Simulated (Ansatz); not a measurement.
# Al2Cu (P4/mmm) in Ansatz: settings compared

Aim: see how the results for Al2Cu move with the level of theory and the settings. Levels: LDA, PBE, PBEsol, RPBE, revPBE. Tasks: relaxation of cell and atoms.

Everything below comes from runs of Ansatz 0.2.0. Logs are shortened: lines on timing, memory, paths and dates and some standing lists are left out, and cuts for length are marked.

### Step 1. Starting point

It takes space group P4/mmm (No. 123, tetragonal). The conventional cell has a = 4.105 Å, b = 4.105 Å, c = 2.891 Å, α = 90.00°, β = 90.00°, γ = 90.00°. Around Cu (site symmetry 4/mmm) lie 8 Al at 2.51 Å. Around Al (site symmetry mmm) lie 4 Cu at 2.51 Å.

The cell comes from a database or a generator and needn't be the stable form of this composition.

### Step 2. Relaxation of cell and atoms, LDA

File input.yaml:

```yaml
crystal:
  lattice:
    - [4.105182, 0.0, 0.0]
    - [0.0, 4.105182, 0.0]
    - [0.0, 0.0, 2.891313]
  atoms:
    - { symbol: Cu, position: [0.0, 0.0, 0.0] }
    - { symbol: Al, position: [0.0, 0.5, 0.5] }
    - { symbol: Al, position: [0.5, 0.0, 0.5] }
hamiltonian:
  xc: lda
  pseudopotentials: { kind: paw }
kpoints:
  mp_grid: { grid: [7, 7, 9] }
scf:
  occupations: { method: fermi_dirac, width: 0.05 }
output:
  forces: true
  stress: true
  eigenvalues: true
  write_density: true
  write_potential: true
  elf: true
  volumetric_format: npy
relax:
  f_tol: 0.01
  max_steps: 40
  cell: { stress_tol: 0.05 }
```

Potentials or basis: Ansatz PAW.

The run is started by

```
ansatz run input.yaml --threads 2 --pin off --max-ram 5632MiB --backend cpu --events-out ev --progress --plain --runs-dir out
```

Standard output:

```text
Warning: RAYON_NUM_THREADS=2 ignored (pool sized by the plan → 2); use --threads N
Engine: ansatz 0.2.0, x86_64-unknown-linux-gnu
Pseudopotentials: kind: paw
Pseudopotential: Cu, paw, valence charge 19, recommended cutoff 420 eV (normal), Cu.paw.azcp
Pseudopotential: Al, paw, valence charge 3, recommended cutoff 420 eV (normal), Al.paw.azcp
Functional definition: SPW92
  exchange = slater_x
  correlation = pw_c
Crystal: 3 atoms, lattice volume = 48.726 Å³
Basis set: ecut = 420 eV, 945 PW (Γ)
Bands: 17, of which v1, the nominal top of the filled ones, is band 13 counted from 1 (12 counted from 0)
Symmetry: 16 space group operations
Space group: P4/mmm (ITA 123), of the structure as read, at distance tolerance 3.7e-5 Å
k-points: 50 of 441
Non-local potential: Cu, projectors of the file, l = 0: 3, l = 1: 2, l = 2: 3, l = 3: 1
Non-local potential: Al, projectors of the file, l = 0: 2, l = 1: 2, l = 2: 1
PAW form: soft (Blöchl's): semilocal exchange-correlation on the pseudo side does not see the compensation charge
PAW frozen core: Cu, regenerated for the run's functional, and the local potential with it (the file was generated under x = pbe(κ = 0.804, μ = 0.2195149727645171), c = pbe(β = 0.06672455060314922))
PAW frozen core: Al, regenerated for the run's functional, and the local potential with it (the file was generated under x = pbe(κ = 0.804, μ = 0.2195149727645171), c = pbe(β = 0.06672455060314922))
PAW one-centre angular grid: Cu, 590 points (default); XC on 64 Gauss nodes
PAW one-centre angular grid: Al, 110 points (default); XC on 64 Gauss nodes
Initial density: superposition of atomic densities (neutral atoms: chi_scale 0, normalization atom), corrected by the library's trained network
Initial wavefunctions: pseudopotential atomic-orbital guess
Functional: x = slater, c = lda
SCF iter   1: F=—  HF=-7581.587217 eV  |F-HF|=—  |Δ(HF+E_count)|=         —  Δρ=1.20e-2  dr2=3.30e-2  ethr=1.77e-3  ⟨swp⟩=5.5  Hψ=4430  notcnv=0
preconditioner: auto → Kerker (q_TF=auto, 2.441 Å⁻¹)  [metal: Δε(μ)=0.044 eV  Ē_g=8.040 eV  σ=0.050 eV  W_gap=0.22  n_scr=10 (ndim 8)  ℏωp=21.9 eV  f_vac=0.000  D(μ)=1.63/eV (n_scr^D=10)]
SCF iter   2: F=—  HF=-7581.580133 eV  |F-HF|=—  |Δ(HF+E_count)|=   7.08e-3  Δρ=2.14e-3  dr2=2.53e-3  ethr=1.32e-4  ⟨swp⟩=2.0  Hψ=1803  notcnv=0  defer=5
SCF iter   3: F=—  HF=-7581.579562 eV  |F-HF|=—  |Δ(HF+E_count)|=   5.71e-4  Δρ=1.73e-3  dr2=1.08e-3  ethr=1.01e-5  ⟨swp⟩=2.1  Hψ=1099  notcnv=0  defer=5
SCF iter   4: F=—  HF=-7581.579261 eV  |F-HF|=—  |Δ(HF+E_count)|=   3.01e-4  Δρ=3.38e-4  dr2=7.45e-5  ethr=4.32e-6  ⟨swp⟩=1.0  Hψ=845  notcnv=0  defer=5
SCF iter   5: F=—  HF=-7581.579232 eV  |F-HF|=—  |Δ(HF+E_count)|=   2.90e-5  Δρ=4.02e-5  dr2=1.70e-6  ethr=2.98e-7  ⟨swp⟩=2.1  Hψ=1133  notcnv=0  defer=5
SCF iter   6: F=—  HF=-7581.579232 eV  |F-HF|=—  |Δ(HF+E_count)|=   1.04e-7  Δρ=2.60e-5  dr2=4.64e-7  ethr=6.81e-9  ⟨swp⟩=2.3  Hψ=1256  notcnv=0  defer=5
SCF iter   7: F=-7581.579232 eV  HF=-7581.579232 eV  |F-HF|=1.33e-9  |Δ(HF+E_count)|=   3.43e-8  Δρ=5.07e-6  dr2=1.42e-8  ethr=4.00e-10  ⟨swp⟩=6.5  Hψ=4975  notcnv=0
SCF 1 converged in 7 iterations: F = -7581.579232 eV  dr2 = 1.42e-8
relax step   1: F+E_penalty+E_count = -7581.57923181 eV  Δ(F+E_penalty+E_count) = +0.000e0 eV  max|allowed force component| = 1.709e-30 eV/Å  Δτ_max = 0.0000 Å  P = -5.045 GPa  Ω = 48.726 Å³  (7 SCF iters, dr2 threshold 1.00e-7 eV, accepted)
Crystal: 3 atoms, lattice volume = 46.921 Å³
Basis set: ecut = 420 eV, 929 PW (Γ)
[... 45 lines left out ...]
SCF 5 converged in 7 iterations: F = -7581.623850 eV  dr2 = 3.75e-12
relax step   5: F+E_penalty+E_count = -7581.62384963 eV  Δ(F+E_penalty+E_count) = +9.223e-4 eV  max|allowed force component| = 5.916e-31 eV/Å  Δτ_max = 0.0000 Å  P = -0.024 GPa  Ω = 46.129 Å³  stress off target by 3.63e-2 GPa  SCF on the basis re-selected at this cell (its energy is not comparable with the rows above)  (7 SCF iters)
basis re-selected at this cell: Δ(F+E_penalty+E_count) = +9.223e-4 eV, ΔP = -0.026 GPa vs the last step (what re-selecting the basis moved, of the pressure what is left beyond the Pulay correction that the steps carried, after the strain that the cell walked since its last selection, with what the two solves' SCF thresholds leave and, on support functions, any second-order correction that the steps lacked; it is no measure of the basis error at this ecutwfc). This SCF's stress stands 3.63e-2 GPa from its target on what of the cell is left free (relax.cell.stress_tol is 5.00e-2 GPa) and its largest allowed force component is 5.92e-31 eV/Å (relax.f_tol is 1.00e-2 eV/Å): within both
SCF converged after 7 iterations
Free energy (F): -7581.623850 eV
Harris-Foulkes:  -7581.623850 eV  (|F-HF|=1.82e-12)
Internal energy: -7581.611586 eV  (E = F + TS)
E sigma→0 (E₀):  -7581.617718 eV
Entropy (-TS):   -0.012263 eV (-4.088 meV/atom)
Fermi energy:    9.795854 eV
--- Per-component energies (eV) ---
  E_band       = -488.369153
  E_kinetic    = 348.259039
  E_local      = -6123.966302  (includes V_loc(G=0)·N_el)
  E_nonlocal   = 410.723574
  E_hartree    = 2752.405895
  E_xc         = -169.458239
  E_vxc        = -176.378076  (∫ρ·V_xc dr)
  E_paw        = -2475.355997  (= ΣΔE_a)
  E_vpaw       = -451.819408  (= ΣTr[D̂ρ^β])
  E_aug_tail   = 0.000188  (compensation charges beyond the density's cutoff)
  E_ewald      = -2324.780837
  E_core_change = 0.561093  (= ΣΔE_core)
  E_smearing   = -0.012263  (= −TS)
  E_closure    = 0.000000  (closes the sum)
  Σ components = -7581.623850   (vs F -7581.623850, Δ=0.00e0)
--- Forces (eV/Å), atoms counted from 1 ---
  atom   1  Cu     0.00000000     0.00000000     0.00000000
  atom   2  Al    -0.00000000     0.00000000     0.00000000
  atom   3  Al     0.00000000     0.00000000     0.00000000
  max |Σ_I F_I| component: 1.08e-30 eV/Å
--- Stress (GPa, compression-positive) ---
       -0.017183       0.000000       0.000000
        0.000000      -0.017183       0.000000
        0.000000       0.000000      -0.036307
  P = ⅓ Tr σ = -0.0236 GPa (-0.236 kbar)
--- Band table (eV; the first three rows and the last of 50) ---
  k-point 0: bands = ["-103.6397", "-61.4477", "-61.4477", "-61.4244", "-1.1178", "4.0727", "4.5757", "5.3016", "5.5255", "5.5255", "7.2583", "7.2583", "9.7681", "10.6009", "16.0440", "16.0440", "16.1489"]
  k-point 1: bands = ["-103.6396", "-61.4475", "-61.4475", "-61.4265", "-0.8823", "4.1504", "4.6682", "5.3072", "5.3072", "5.3254", "7.6642", "7.6642", "9.8985", "10.7412", "13.4965", "16.2501", "16.2501"]
  k-point 2: bands = ["-103.6393", "-61.4471", "-61.4471", "-61.4317", "-0.1837", "4.3493", "4.8776", "4.9351", "4.9351", "5.3859", "8.6138", "8.6138", "10.3096", "10.4586", "11.2853", "16.7657", "16.7657"]
  k-point 49: bands = ["-103.6387", "-61.4464", "-61.4464", "-61.4415", "3.8701", "3.9499", "5.2238", "5.2402", "5.4651", "5.7163", "7.2335", "7.3268", "8.6890", "9.4343", "10.2743", "10.6741", "12.7653"]
--- Relaxed structure (4 steps of the walk, 4 accepted, 1 SCFs on fresh bases) ---
  F+E_penalty+E_count = -7581.62384963 eV   max|allowed force component| = 5.916e-31 eV/Å   (the final SCF, on the basis selected at the relaxed cell)
  cell:  # Å, volume = 46.1290 Å³
    - [4.0435899399353366, -2.299933046274544e-34, 0.0]
    - [-2.299933046274544e-34, 4.0435899399353366, 0.0]
    - [0.0, 0.0, 2.821239977644704]
  atoms:
    - { symbol: Cu, position: [2.4434690415715684e-37, -1.52716815098223e-38, 0.0] }
    - { symbol: Al, position: [-4.8869380831431895e-37, 0.5, 0.5] }
    - { symbol: Al, position: [0.5, 3.054336301964059e-38, 0.5] }
```

v_z.tsv:

```text
# z_ang	v_es[eV]	v_tot[eV]
# format = ansatz-planar-average/11
# xc	lda
# density_cutoff_ev	1680
# datasets	Cu=:simpson_from_first_knot:soft:shift=-2679975	Al=:simpson_from_first_knot:soft:shift=-2310594
# lattice	4.043589940	-0.000000000	0.000000000
# lattice	-0.000000000	4.043589940	0.000000000
# lattice	0.000000000	0.000000000	2.821239978
# sites	3
# site	29	0.000000000	-0.000000000	0.000000000
# site	13	-0.000000000	2.021794970	1.410619989
# site	13	2.021794970	-0.000000000	1.410619989
0.000000	4.491977e0	-6.100482e0
0.141062	4.552932e0	-5.994046e0
0.282124	4.726839e0	-5.704290e0
0.423186	4.928223e0	-5.359013e0
0.564248	4.927863e0	-5.229012e0
0.705310	4.603738e0	-5.487987e0
[... 12 lines left out ...]
2.539116	4.726839e0	-5.704290e0
2.680178	4.552932e0	-5.994046e0
```

It took 5.6 s on 2 threads of Intel Xeon Platinum 8488C (Sapphire Rapids), shared host; peak memory 0.42 GiB.

What came out:

| Quantity | Value |
| --- | --- |
| Free energy | -7581.6238 eV |
| Relaxed volume | 15.38 Å³/atom |
| Relaxed cell | a = 4.044 Å, b = 4.044 Å, c = 2.821 Å, α = 90.00°, β = 90.00°, γ = 90.00° |
| Space group after relaxing (to 0.05 Å) | P4/mmm (No. 123) |
| Energy gained by relaxing | 14.9 meV/atom |
| Ionic steps | 5 |
| Pressure after relaxing | 0.0 GPa |
| Band gap on the k mesh | none (metal or under the smearing width) |

The path:
```csv
step,energy change (eV),largest force (eV/Å),volume (Å³)
1,0.0000,0.0000,48.73
2,-0.0408,0.0000,46.92
3,-0.0455,0.0000,46.04
4,-0.0455,0.0000,46.13
5,-0.0446,0.0000,46.13
```

Final structure:
```
Cu Al
1.0
     4.04359    0.00000    0.00000
     0.00000    4.04359    0.00000
     0.00000    0.00000    2.82124
Cu Al
1 2
Direct
  0.00000 0.00000 0.00000
  0.00000 0.50000 0.50000
  0.50000 0.00000 0.50000
```

Caveat: the plane-wave basis is chosen anew once the cell has moved, so the energies of steps on either side of that aren't comparable; the PAW data sets come from PBE, with cores solved anew for the run's functional, which leaves a small shift of forces and pressure.

### Step 3. Relaxation of cell and atoms, PBE

input.yaml: that of step 2 with these lines changed.

```diff
@@ -10,3 +10,3 @@
 hamiltonian:
-  xc: lda
+  xc: pbe
   pseudopotentials: { kind: paw }
@@ -20,6 +20,2 @@
   eigenvalues: true
-  write_density: true
-  write_potential: true
-  elf: true
-  volumetric_format: npy
 relax:
```

Potentials or basis: Ansatz PAW.

The run is started by

```
ansatz run input.yaml --threads 2 --pin off --max-ram 5632MiB --backend cpu --events-out ev --progress --plain --runs-dir out
```

It took 4.3 s on 2 threads of Intel Xeon Platinum 8488C (Sapphire Rapids), shared host; peak memory 0.42 GiB.

The run converged. Its results:

```
Free energy                            : -7700.2663 eV
Relaxed volume                         : 16.34 Å³/atom
Relaxed cell                           : a = 4.125 Å, b = 4.125 Å, c = 2.881 Å, α = 90.00°, β = 90.00°, γ = 90.00°
Space group after relaxing (to 0.05 Å) : P4/mmm (No. 123)
Energy gained by relaxing              : 0.4 meV/atom
Ionic steps                            : 4
Pressure after relaxing                : 0.0 GPa
Band gap on the k mesh                 : none (metal or under the smearing width)
```

The path:
```
step  energy change (eV)  largest force (eV/Å)  volume (Å³)
   1              0.0000                0.0000        48.73
   2             -0.0012                0.0000        48.94
   3             -0.0012                0.0000        49.03
   4             -0.0013                0.0000        49.03
```

Final structure:
```yaml
crystal:
  lattice:
    - [4.12546, 0.00000, 0.00000]
    - [0.00000, 4.12546, 0.00000]
    - [0.00000, 0.00000, 2.88091]
  atoms:
    - { symbol: Cu, position: [0.00000, 0.00000, 0.00000] }
    - { symbol: Al, position: [0.00000, 0.50000, 0.50000] }
    - { symbol: Al, position: [0.50000, 0.00000, 0.50000] }
```

Levels at points of the mesh, in eV from the Fermi level:
```tsv
k point	band 10	band 11	band 12	band 13	band 14	band 15
(0.00, 0.00, 0.00)	-3.97	-2.41	-2.41	-0.17	0.86	6.03
```

Caveat: the plane-wave basis is chosen anew once the cell has moved, so the energies of steps on either side of that aren't comparable.

### Step 4. Relaxation of cell and atoms, PBEsol

input.yaml: that of step 3 with these lines changed.

```diff
@@ -10,3 +10,3 @@
 hamiltonian:
-  xc: pbe
+  xc: pbesol
   pseudopotentials: { kind: paw }
```

The run is started by

```
ansatz run input.yaml --threads 2 --pin off --max-ram 5632MiB --backend cpu --events-out ev --progress --plain --runs-dir out
```

Run time: 5.1 s. Hardware: 2 threads of Intel Xeon Platinum 8488C (Sapphire Rapids), shared host; peak memory 0.43 GiB.

The run converged. Its results:

| Item | Value |
| --- | --- |
| Free energy | -7637.9517 eV |
| Relaxed volume | 15.84 Å³/atom |
| Relaxed cell | a = 4.086 Å, b = 4.086 Å, c = 2.846 Å, α = 90.00°, β = 90.00°, γ = 90.00° |
| Space group after relaxing (to 0.05 Å) | P4/mmm (No. 123) |
| Energy gained by relaxing | 3.6 meV/atom |
| Ionic steps | 5 |
| Pressure after relaxing | 0.0 GPa |
| Band gap on the k mesh | none (metal or under the smearing width) |

The path:
```tsv
step	energy change (eV)	largest force (eV/Å)	volume (Å³)
1	0.0000	0.0000	48.73
2	-0.0101	0.0000	47.89
3	-0.0111	0.0000	47.50
4	-0.0111	0.0000	47.52
5	-0.0107	0.0000	47.52
```

Final structure:
```
Cu Al
1.0
     4.08619    0.00000    0.00000
     0.00000    4.08619    0.00000
     0.00000    0.00000    2.84600
Cu Al
1 2
Cartesian
  0.0000 0.0000 0.0000
  0.0000 2.0431 1.4230
  2.0431 0.0000 1.4230
```

Levels at points of the mesh, in eV from the Fermi level:
```csv
k point,band 9,band 10,band 11,band 12,band 13,band 14,band 15,band 16
"(0.00, 0.00, 0.00)",-4.10,-4.10,-2.50,-2.50,-0.07,0.80,6.14,6.14
```

Caveat: the plane-wave basis is chosen anew once the cell has moved, so the energies of steps on either side of that aren't comparable; the PAW data sets come from PBE, with cores solved anew for the run's functional, which leaves a small shift of forces and pressure.

### Step 5. Relaxation of cell and atoms, RPBE

input.yaml: that of step 4 with these lines changed.

```diff
@@ -10,3 +10,3 @@
 hamiltonian:
-  xc: pbesol
+  xc: rpbe
   pseudopotentials: { kind: paw }
@@ -20,2 +20,6 @@
   eigenvalues: true
+  write_density: true
+  write_potential: true
+  elf: true
+  volumetric_format: npy
 relax:
```

The run is started by

```
ansatz run input.yaml --threads 2 --pin off --max-ram 5632MiB --backend cpu --events-out ev --progress --plain --runs-dir out
```

Wall time 5.7 s (2 threads of Intel Xeon Platinum 8488C (Sapphire Rapids), shared host); peak memory 0.44 GiB.

Results (log left out):

```
Free energy                            : -7711.3158 eV
Relaxed volume                         : 16.74 Å³/atom
Relaxed cell                           : a = 4.158 Å, b = 4.158 Å, c = 2.905 Å, α = 90.00°, β = 90.00°, γ = 90.00°
Space group after relaxing (to 0.05 Å) : P4/mmm (No. 123)
Energy gained by relaxing              : 4.4 meV/atom
Ionic steps                            : 5
Pressure after relaxing                : 0.0 GPa
Band gap on the k mesh                 : none (metal or under the smearing width)
```

The path:
| step | energy change (eV) | largest force (eV/Å) | volume (Å³) |
| --- | --- | --- | --- |
| 1 | 0.0000 | 0.0000 | 48.73 |
| 2 | -0.0114 | 0.0000 | 49.74 |
| 3 | -0.0125 | 0.0000 | 50.21 |
| 4 | -0.0125 | 0.0000 | 50.23 |
| 5 | -0.0132 | 0.0000 | 50.23 |

Final structure:
```yaml
crystal:
  lattice:
    - [4.15849, 0.00000, 0.00000]
    - [0.00000, 4.15849, 0.00000]
    - [0.00000, 0.00000, 2.90481]
  atoms:
    - { symbol: Cu, position: [0.00000, 0.00000, 0.00000] }
    - { symbol: Al, position: [0.00000, 0.50000, 0.50000] }
    - { symbol: Al, position: [0.50000, 0.00000, 0.50000] }
```

Levels at points of the mesh, in eV from the Fermi level:
| k point | band 9 | band 10 | band 11 | band 12 | band 13 | band 14 | band 15 | band 16 |
| --- | --- | --- | --- | --- | --- | --- | --- | --- |
| (0.00, 0.00, 0.00) | -3.88 | -3.88 | -2.36 | -2.36 | -0.20 | 0.88 | 5.95 | 5.95 |

Caveat: the plane-wave basis is chosen anew once the cell has moved, so the energies of steps on either side of that aren't comparable; the PAW data sets come from PBE, with cores solved anew for the run's functional, which leaves a small shift of forces and pressure.

### Step 6. Relaxation of cell and atoms, revPBE

input.yaml: that of step 5 with these lines changed.

```diff
@@ -10,3 +10,3 @@
 hamiltonian:
-  xc: rpbe
+  xc: revpbe
   pseudopotentials: { kind: paw }
@@ -20,6 +20,2 @@
   eigenvalues: true
-  write_density: true
-  write_potential: true
-  elf: true
-  volumetric_format: npy
 relax:
```

Potentials or basis: Ansatz PAW.

The run is started by

```
ansatz run input.yaml --threads 2 --pin off --max-ram 5632MiB --backend cpu --events-out ev --progress --plain --runs-dir out
```

Wall time 4.5 s (2 threads of Intel Xeon Platinum 8488C (Sapphire Rapids), shared host); peak memory 0.43 GiB.

The run converged. Its results:

```yaml
Free_energy: -7708.1890 eV
Relaxed_volume: 16.64 Å³/atom
Relaxed_cell: a = 4.150 Å, b = 4.150 Å, c = 2.898 Å, α = 90.00°, β = 90.00°, γ = 90.00°
Space_group_after_relaxing_to_0.05_Å: P4/mmm (No. 123)
Energy_gained_by_relaxing: 2.9 meV/atom
Ionic_steps: 4
Pressure_after_relaxing: 0.0 GPa
Band_gap_on_the_k_mesh: none (metal or under the smearing width)
```

The path:
```tsv
step	energy change (eV)	largest force (eV/Å)	volume (Å³)
1	0.0000	0.0000	48.73
2	-0.0075	0.0000	49.54
3	-0.0082	0.0000	49.91
4	-0.0087	0.0000	49.91
```

Final structure:
```yaml
crystal:
  lattice:
    - [4.14994, 0.00000, 0.00000]
    - [0.00000, 4.14994, 0.00000]
    - [0.00000, 0.00000, 2.89798]
  atoms:
    - { symbol: Cu, position: [0.00000, 0.00000, 0.00000] }
    - { symbol: Al, position: [0.00000, 0.50000, 0.50000] }
    - { symbol: Al, position: [0.50000, 0.00000, 0.50000] }
```

Levels at points of the mesh, in eV from the Fermi level:
```
           k point  band 10  band 11  band 12  band 13  band 14  band 15
(0.00, 0.00, 0.00)    -3.90    -2.38    -2.38    -0.19     0.87     5.97
```

Caveat: the plane-wave basis is chosen anew once the cell has moved, so the energies of steps on either side of that aren't comparable; the PAW data sets come from PBE, with cores solved anew for the run's functional, which leaves a small shift of forces and pressure.

### Step 7. Summary

| level | gap on the mesh (eV) | pressure (GPa) | relaxed volume (Å³/atom) |
| --- | --- | --- | --- |
| LDA | none | 0.0 | 15.38 |
| PBE | none | 0.0 | 16.34 |
| PBEsol | none | 0.0 | 15.84 |
| RPBE | none | 0.0 | 16.74 |
| revPBE | none | 0.0 | 16.64 |

Alike in all rows: task relaxation of cell and atoms; potentials or basis Ansatz PAW; no spin polarisation; cell relaxed; k mesh 7 × 7 × 9; cutoff (eV) 420; smearing fermi-dirac 0.05 eV.

Caveats: the plane-wave basis is chosen anew once the cell has moved, so the energies of steps on either side of that aren't comparable; the PAW data sets come from PBE, with cores solved anew for the run's functional, which leaves a small shift of forces and pressure (some runs).

Total energies depend on the potentials used, so only differences within one code and one set of settings carry meaning.
